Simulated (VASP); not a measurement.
Here is the system:

```yaml
crystal:
  lattice:
    - [0.00000, 2.29225, 2.29225]
    - [2.29225, 0.00000, 2.29225]
    - [2.29225, 2.29225, 0.00000]
  atoms:
    - { symbol: Li, position: [0.25000, 0.25000, 0.25000] }
    - { symbol: Li, position: [0.75000, 0.75000, 0.75000] }
    - { symbol: O, position: [0.00000, 0.00000, 0.00000] }
```

The numbers are results of PBEsol GGA, VASP's PBE PAW potentials (set 64) (plane waves; VASP), not measurements. Settings: 520 eV cut-off, 10×10×10 Γ-centred mesh, Gaussian smearing of 0.010 eV, potentials Li_sv O.

Q: The job: Li2O (antifluorite), 3 atoms, PBEsol, DFPT for ε, Born charges and Γ modes, 520 eV, 10×10×10 Γ-centred mesh. Roughly how much core time does it take on a busy server core?

A: About 5 core-minutes (one run on a shared machine, a rough figure). It had 47 irreducible k-points, 10 bands, up to 662 plane waves and 229 electronic steps.

The compound is Li2O in the antifluorite structure. It was relaxed first.
